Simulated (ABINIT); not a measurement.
Here is an ABINIT 10.8.3 (patched build) calculation.

Contents of run.abi:

```
# Datasets: one volume each
ndtset 7
getwfk -1
scalecart1 3*0.9795861087
scalecart2 3*0.9864848297
scalecart3 3*0.9932883884
scalecart4 3*1.0000000000
scalecart5 3*1.0066227096
scalecart6 3*1.0131594038
scalecart7 3*1.0196128224

# Pseudopotentials
pp_dirpath "./"
pseudos "Zn.GGA_PBE-JTH.xml, S.GGA_PBE-JTH.xml"

# Structure
acell 3*1.0
rprim
     7.2017462609     0.0000000000     0.0000000000
    -3.6008731305     6.2368952135     0.0000000000
     0.0000000000     0.0000000000    11.7805526609
ntypat 2
znucl 30 16
natom 4
typat 1 1 2 2
xred
     0.6666666667     0.3333333333     0.5000000000
     0.3333333333     0.6666666667     0.0000000000
     0.6666666667     0.3333333333     0.8850000000
     0.3333333333     0.6666666667     0.3850000000

# Plane-wave basis
ecut 22.0
pawecutdg 44.0

# k points
kptopt 1
ngkpt 8 8 5
nshiftk 1
shiftk 0.0 0.0 0.0

# Exchange and correlation
ixc 11

# Bands and occupations
nband 22
occopt 3
tsmear 0.05 eV

# SCF cycle
nstep 100
tolvrs 1.0e-9

# Output
iomode 3
prtwf 1
prtden 0
prteig 0
prtebands 0
enunit 1
```

Potentials or basis: JTH PAW PBE v2.0.

The run is started by

```console
$ abinit run.abi > log 2>&1
```

Task: Predict the pressure derivative of the bulk modulus.

Result: 4.5.

Task: What does it give for the equilibrium volume?

Result: 20.21 Å³/atom.

Task: What does it give for the bulk modulus at fixed shape and positions?

Result: 69 GPa.

Energy against volume, from the lowest point:
```tsv
volume (Å³/atom)	energy (meV/atom)
18.427	39.85
18.819	23.22
19.211	11.37
19.603	3.85
19.995	0.19
20.387	0.00
20.779	2.93
```

Caveat: pressures at fixed basis lie under the slope of the energies; the cell was scaled at fixed shape and fractional positions, which overstates the stiffness of a crystal with free parameters, most of all of layers and chains.
